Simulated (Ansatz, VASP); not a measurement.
# One calculation of Ni, two programs

```
Ni
1.0
     0.00000    1.75931    1.75931
     1.75931    0.00000    1.75931
     1.75931    1.75931    0.00000
Ni
1
Direct
  0.00000 0.00000 0.00000
```

Alike in both runs: functional PBE; k mesh 21 × 21 × 21; occupations fermi-dirac, width 0.05 eV; collinear spin.

Ansatz relaxed the structure, and its values are those at the end. VASP's run is a single point on that final structure, the one shown.

|  | VASP | Ansatz |
| --- | --- | --- |
| version | VASP 6.6.1 | Ansatz 0.2.0 |
| potentials or method | VASP PAW PBE potentials, release 64 (Ni) | PAW with Ansatz's default frozen-core files, scalar-relativistic |
| plane-wave cutoff (eV) | 520 | 420 |
| valence electrons in the cell | 10 | 18 |

VASP gave:

* pressure (GPa): -0.1
* net moment per atom (μB): 0.61
* size of the moment on the site where the two differ most (μB): 0.62

Q: Which values does Ansatz return?

A: Pressure (GPa): 0.0; net moment per atom (μB): 0.63; size of the moment on the site where the two differ most (μB): 0.67.

Site moments also hang on the region over which each program counts them. The two sets of potentials don't hold the same shells in valence.
